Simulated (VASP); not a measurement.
# MgO (Periclase) (Fm-3m) in VASP: further runs

Aim: see how the results for MgO (Periclase) move with the level of theory and the settings. Levels: r2SCAN, PBE. Tasks: relaxation of cell and atoms.

All numbers are computed with VASP 6.6.1; they aren't measurements. Logs are shortened: lines on timing, memory, paths and dates and some standing lists are left out, and cuts for length are marked.

## (1) Starting point

It takes space group Fm-3m (No. 225, cubic). The conventional cell has a = 4.217 Å, b = 4.217 Å, c = 4.217 Å, α = 90.00°, β = 90.00°, γ = 90.00°. Mg (site symmetry m-3m) has 6 O at 2.11 Å as nearest neighbours. Around O (site symmetry m-3m) lie 6 Mg at 2.11 Å.

## (2) Relaxation of cell and atoms, r2SCAN, target pressure 13.3 GPa, at which the enthalpy is minimised

Input file INCAR:

```
  ALGO = Normal
  EDIFF = 1E-6
  EDIFFG = -0.01
  ENCUT = 600
  IBRION = 2
  ISIF = 3
  ISMEAR = 0
  LASPH = T
  LCHARG = F
  LMIXTAU = T
  LREAL = F
  LWAVE = F
  METAGGA = R2SCAN
  NELM = 80
  NSW = 90
  PREC = Accurate
  PSTRESS = 133.0
  SIGMA = 0.03
```

Input file KPOINTS:

```
k-points
0
Gamma
  12 12 12
```

Input file POSCAR:

```
MgO
1.0
    0.0000000000      2.1085000000      2.1085000000
    2.1085000000      0.0000000000      2.1085000000
    2.1085000000      2.1085000000      0.0000000000
Mg O
1 1
Direct
    0.0000000000      0.0000000000      0.0000000000
    0.5000000000      0.5000000000      0.5000000000
```

Potentials or basis: VASP PAW PBE potentials, release 64 (Mg, O).

Launch:

```console
$ cat potpaw_PBE.64/Mg/POTCAR potpaw_PBE.64/O/POTCAR > POTCAR
$ mpirun -np 1 vasp_std > vasp.out
```

OUTCAR:

```text
EDIFF = 1E-6
   EDIFFG = -0.01
   ENCUT = 600
   IBRION = 2
   ISIF = 3
   ISMEAR = 0
   LASPH = T
   LREAL = F
   METAGGA = R2SCAN
   NELM = 80
   NSW = 90
   PREC = Accurate
   PSTRESS = 133.0

 ion  position               nearest neighbor table
   1  0.000  0.000  0.000-   2 2.11   2 2.11   2 2.11   2 2.11   2 2.11   2 2.11
   2  0.500  0.500  0.500-   1 2.11   1 2.11   1 2.11   1 2.11   1 2.11   1 2.11

  LATTYP: Found a face centered cubic cell.
 ALAT       =     4.2170000000

  Lattice vectors:

 A1 = (   0.0000000000,   2.1085000000,   2.1085000000)
 A2 = (   2.1085000000,   0.0000000000,   2.1085000000)
 A3 = (   2.1085000000,   2.1085000000,   0.0000000000)

Analysis of symmetry for initial positions (statically):
=====================================================================
 Subroutine PRICEL returns:
 Original cell was already a primitive cell.

 Routine SETGRP: Setting up the symmetry group for a
 face centered cubic supercell.

 Subroutine GETGRP returns: Found 48 space group operations
 (whereof 48 operations were pure point group operations)
 out of a pool of 48 trial point group operations.

The static configuration has the point symmetry O_h .

Analysis of symmetry for dynamics (positions and initial velocities):
=====================================================================
 Subroutine PRICEL returns:
 Original cell was already a primitive cell.

 Routine SETGRP: Setting up the symmetry group for a
 face centered cubic supercell.

 Subroutine GETGRP returns: Found 48 space group operations
 (whereof 48 operations were pure point group operations)
 out of a pool of 48 trial point group operations.

The dynamic configuration has the point symmetry O_h .

 Subroutine INISYM returns: Found 48 space group operations
 (whereof 48 operations are pure point group operations),
 and found     1 'primitive' translations

----------------------------------------------------------------------------------------

                                     Primitive cell

  volume of cell :      18.7478

  direct lattice vectors                    reciprocal lattice vectors
     0.000000000  2.108500000  2.108500000    -0.237135404  0.237135404  0.237135404
     2.108500000  0.000000000  2.108500000     0.237135404 -0.237135404  0.237135404
     2.108500000  2.108500000  0.000000000     0.237135404  0.237135404 -0.237135404

  length of vectors
     2.981869296  2.981869296  2.981869296     0.410730569  0.410730569  0.410730569

  position of ions in fractional coordinates (direct lattice)
     0.000000000  0.000000000  0.000000000
     0.500000000  0.500000000  0.500000000

  ion indices of the primitive-cell ions
   primitive index   ion index
                 1           1
                 2           2

----------------------------------------------------------------------------------------

 KPOINTS: k-points

Automatic generation of k-mesh.
 Grid dimensions read from file:
 generate k-points for:   12   12   12

 Generating k-lattice:

  Cartesian coordinates                     Fractional coordinates (reciprocal lattice)
    -0.019761284  0.019761284  0.019761284     0.083333333  0.000000000  0.000000000
     0.019761284 -0.019761284  0.019761284     0.000000000  0.083333333  0.000000000
     0.019761284  0.019761284 -0.019761284     0.000000000  0.000000000  0.083333333

  Length of vectors
     0.034227547  0.034227547  0.034227547

  Shift w.r.t. Gamma in fractional coordinates (k-lattice)
     0.000000000  0.000000000  0.000000000

 Subroutine IBZKPT returns following result:
 ===========================================

 Found     72 irreducible k-points:

 Following reciprocal coordinates:
            Coordinates               Weight
  0.000000  0.000000  0.000000      1.000000
  0.083333  0.000000  0.000000      8.000000
  0.166667  0.000000  0.000000      8.000000
  0.250000  0.000000  0.000000      8.000000
  0.333333  0.000000  0.000000      8.000000
  0.416667  0.000000  0.000000      8.000000
[... 16 lines left out ...]
  0.500000  0.166667  0.000000     24.000000
 -0.416667  0.166667  0.000000     24.000000
 [... further k-points ...]
   k-points           NKPTS =     72   k-points in BZ     NKDIM =     72   number of bands    NBANDS=      8
   number of dos      NEDOS =    301   number of ions     NIONS =      2
   total plane-waves  NPLWV =  13824
   dimension x,y,z NGX =    24 NGY =   24 NGZ =   24
   dimension x,y,z NGXF=    48 NGYF=   48 NGZF=   48
   ions per type =               1   1
   NGX,Y,Z   is equivalent  to a cutoff of  13.38, 13.38, 13.38 a.u.
   NGXF,Y,Z  is equivalent  to a cutoff of  26.76, 26.76, 26.76 a.u.
 SYSTEM =  unknown system
   PREC   = accura    normal or accurate (medium, high low for compatibility)
   ISTART =      0    job   : 0-new  1-cont  2-samecut
   ICHARG =      2    charge: 1-file 2-atom 10-const
   ISPIN  =      1    spin polarized calculation?
   LNONCOLLINEAR =      F non collinear calculations
   LSORBIT =      F    spin-orbit coupling
   LASPH  =      T    aspherical Exc in radial PAW
   ENCUT  =  600.0 eV  44.10 Ry    6.64 a.u.   5.96  5.96  5.96*2*pi/ulx,y,z
   NELM   =     80;   NELMIN=  2; NELMDL= -5     # of ELM steps
   EDIFF  = 0.1E-05   stopping-criterion for ELM
   LREAL  =      F    real-space projection
   EDIFFG = -.1E-01   stopping-criterion for IOM
   NSW    =     90    number of steps for IOM
   IBRION =      2    ionic relax: 0-MD 1-quasi-New 2-CG
   NFREE  =      1    steps in history (QN), initial steepest desc. (CG)
   ISIF   =      3    stress and relaxation
   ISYM   =      2    0-nonsym 1-usesym 2-fastsym
   POTIM  = 0.5000    time-step for ionic-motion
   TEBEG  =    0.0;   TEEND  =   0.0 temperature during run
   PSTRESS=  133.0 pullay stress
   NELECT =       8.0000    total number of electrons
   NUPDOWN=      -1.0000    fix difference up-down
   EMIN   =  10.00;   EMAX   =-10.00  energy-range for DOS
   EFERMI =   0.00;   METHOD = LEGACY
   ISMEAR =     0;   SIGMA  =   0.03  broadening in eV -4-tet -1-fermi 0-gaus
   EFERMI_NEDOS =   21; number of points for ismear=-14 and -15
   IALGO  =     38    algorithm
   IMIX   =      4    mixing-type and parameters
     AMIX     =   0.40;   BMIX     =  1.00
     AMIX_MAG =   1.60;   BMIX_MAG =  1.00
  volume/ion in A,a.u.               =       9.37        63.26
  Fermi-wavevector in a.u.,A,eV,Ry     =   1.232503  2.329092 20.668107  1.519063
  Thomas-Fermi vector in A             =   2.367270
   LORBIT       =      0    0 simple, 1 ext, 2 COOP (PROOUT), +10 PAW based schemes
   METAGGA = R2SCAN    functional components
   LHFCALC =     F    Hartree Fock is set to
   AEXX    =    0.0000 exact exchange contribution
   IVDW    =     0    specifies the selected vdW correction
   LEPSILON=     F    determine dielectric tensor
   LRPA    =     F    only Hartree local field effects (RPA)
 conjugate gradient relaxation of ions
 non-spin polarized calculation
 Gauss-broadening in eV      SIGMA  =   0.03
  energy-cutoff  :      600.00
  volume of cell :       18.75
 maximum number of plane-waves:       642
   NGX = 11   NGY = 11   NGZ = 11

--------------------------------------- Ionic step        1  -------------------------------------------

 number of electron       8.0000005 magnetization

 Free energy of the ion-electron system (eV)
  ---------------------------------------------------
  ext. energy  EPLUGINS =         0.00000000
  ---------------------------------------------------
  free energy    TOTEN  =       -16.16318515 eV

  energy without entropy =      -16.16318515  energy(sigma->0) =      -16.16318515

------------------------ aborting loop because EDIFF is reached ----------------------------------------

  FORCE on cell =-STRESS in cart. coord.  units (eV):
  Direction    XX          YY          ZZ          XY          YZ          ZX
  --------------------------------------------------------------------------------------
  -------------------------------------------------------------------------------------
  Total       -0.3309051     -0.3309051     -0.3309051      0.0000000      0.0000000     -0.0000000
  in kB      -28.2789439    -28.2789439    -28.2789439      0.0000000      0.0000000     -0.0000000
  external PRESSURE =    -161.2789439 kB  Pullay stress =     133.0000000 kB

 VOLUME and BASIS-vectors are now :
 -----------------------------------------------------------------------------
  energy-cutoff  :      600.00
  volume of cell :       18.75
      direct lattice vectors                 reciprocal lattice vectors
     0.000000000  2.108500000  2.108500000    -0.237135404  0.237135404  0.237135404
     2.108500000  0.000000000  2.108500000     0.237135404 -0.237135404  0.237135404
     2.108500000  2.108500000  0.000000000     0.237135404  0.237135404 -0.237135404
[... 46 lines left out ...]
  FREE ENERGIE OF THE ION-ELECTRON SYSTEM (eV)
  ---------------------------------------------------
  free  energy   TOTEN  =       -16.0045887234 eV

  energy  without entropy=      -16.0045887234  energy(sigma->0) =      -16.00458872

  enthalpy is  TOTEN    =       -14.6513015723 eV   P V=        1.3532871512

--------------------------------------- Ionic step        3  -------------------------------------------

 number of electron       7.9999997 magnetization

 Free energy of the ion-electron system (eV)
  ---------------------------------------------------
  ext. energy  EPLUGINS =         0.00000000
  ---------------------------------------------------
  free energy    TOTEN  =       -16.11943507 eV

  energy without entropy =      -16.11943507  energy(sigma->0) =      -16.11943507

 E-fermi :   3.6147     XC(G=0): -12.0154

 val. band max:        3.3946933206   @ k =   0.0000   0.0000   0.0000
 cond. band min:       9.8644974213   @ k =   0.0000   0.0000   0.0000
 fundamental gap:      6.4698041007
 Fermi energy:         3.6146991781

 k-point     1 :       0.0000    0.0000    0.0000
  band No.  band energies     occupation
      1     -15.2381      2.00000
      2       3.3947      2.00000
      3       3.3947      2.00000
      4       3.3947      2.00000
      5       9.8645      0.00000
      6      20.7081      0.00000
      7      20.7081      0.00000
      8      20.7081      0.00000

 k-point     2 :       0.0833    0.0000    0.0000
  band No.  band energies     occupation
      1     -15.1547      2.00000
      2       2.9279      2.00000
      3       3.3384      2.00000
      4       3.3384      2.00000
      5      10.3047      0.00000
      6      19.7390      0.00000
      7      20.9089      0.00000
      8      20.9089      0.00000
[... 221 lines left out ...]
 k-point    23 :       0.5000    0.1667    0.0000
  band No.  band energies     occupation
      1     -13.7182      2.00000
      2      -1.1055      2.00000
      3       1.7941      2.00000
      4       2.4304      2.00000
      5      13.9248      0.00000
      6      17.5712      0.00000
      7      19.7104      0.00000
      8      22.5275      0.00000

 k-point    24 :      -0.4167    0.1667    0.0000
  band No.  band energies     occupation
      1     -13.6846      2.00000
      2      -1.1576      2.00000
      3       1.6479      2.00000
      4       2.4882      2.00000
      5      13.9836      0.00000
      6      17.7687      0.00000
      7      19.6811      0.00000
      8      22.4852      0.00000

 [... further k-points ...]

------------------------ aborting loop because EDIFF is reached ----------------------------------------

  FORCE on cell =-STRESS in cart. coord.  units (eV):
  Direction    XX          YY          ZZ          XY          YZ          ZX
  --------------------------------------------------------------------------------------
  -------------------------------------------------------------------------------------
  Total        1.4217164      1.4217164      1.4217164     -0.0000000     -0.0000000      0.0000000
  in kB      132.2033305    132.2033305    132.2033305     -0.0000000     -0.0000000      0.0000000
  external PRESSURE =      -0.7966695 kB  Pullay stress =     133.0000000 kB

 VOLUME and BASIS-vectors are now :
 -----------------------------------------------------------------------------
  energy-cutoff  :      600.00
  volume of cell :       17.23
      direct lattice vectors                 reciprocal lattice vectors
     0.000000000  2.049983611  2.049983611    -0.243904389  0.243904389  0.243904389
     2.049983611  0.000000000  2.049983611     0.243904389 -0.243904389  0.243904389
     2.049983611  2.049983611  0.000000000     0.243904389  0.243904389 -0.243904389

 POSITION                                       TOTAL-FORCE (eV/Angst)
 -----------------------------------------------------------------------------------
      0.00000      0.00000      0.00000         0.000000      0.000000      0.000000
      2.04998      2.04998      2.04998        -0.000000     -0.000000      0.000000
 -----------------------------------------------------------------------------------
    total drift:                               -0.000000     -0.000000      0.000000

  FREE ENERGIE OF THE ION-ELECTRON SYSTEM (eV)
  ---------------------------------------------------
  free  energy   TOTEN  =       -16.1194350680 eV

  energy  without entropy=      -16.1194350680  energy(sigma->0) =      -16.11943507

  enthalpy is  TOTEN    =       -14.6891512616 eV   P V=        1.4302838063

 reached required accuracy - stopping structural energy minimisation
```

Wall time 68 s (1 thread of Intel Xeon Platinum 8559C (Emerald Rapids), shared host); peak memory 0.16 GiB.

Results:

| Quantity | Value |
| --- | --- |
| Free energy | -16.1194 eV |
| Relaxed volume | 8.61 Å³/atom |
| Relaxed cell | a = 2.899 Å, b = 2.899 Å, c = 2.899 Å, α = 60.00°, β = 60.00°, γ = 60.00° |
| Space group after relaxing (to 0.05 Å) | Fm-3m (No. 225) |
| Energy change on relaxing (the enthalpy is what falls) | +21.9 meV/atom |
| Ionic steps | 3 |
| Pressure after relaxing | 13.2 GPa |
| Band gap on the k mesh | 6.47 eV, direct |

The path:
```tsv
step	energy change (eV)	largest force (eV/Å)	pressure (GPa)	volume (Å³)
1	0.0000	0.0000	-2.83	18.75
2	0.1586	0.0000	27.09	16.30
3	0.0438	0.0000	13.22	17.23
```

Final structure:
```
CELL_PARAMETERS angstrom
0.00000 2.04998 2.04998
2.04998 0.00000 2.04998
2.04998 2.04998 0.00000
ATOMIC_POSITIONS crystal
Mg 0.00000 0.00000 0.00000
O 0.50000 0.50000 0.50000
```

Levels at points of the mesh, in eV from the valence-band top:
```csv
k point,band 1,band 2,band 3,band 4,band 5,band 6,band 7,band 8
"(0.00, 0.00, 0.00)",-18.63,0.00,0.00,0.00,6.47,17.31,17.31,17.31
"(0.50, 0.00, 0.00)",-17.17,-4.98,-0.77,-0.77,9.36,14.79,18.30,18.30
"(0.50, 0.50, 0.00)",-16.90,-4.45,-1.49,-1.49,10.14,12.01,15.22,21.70
```

Caveat: the cell is relaxed towards a set pressure, so the enthalpy falls and the energy may rise; the PAW data sets were made with another functional, which shifts forces and pressure a little. r2SCAN opens gaps a little over a GGA but as a rule still falls short of measured ones.

[end of part 1 of 3]
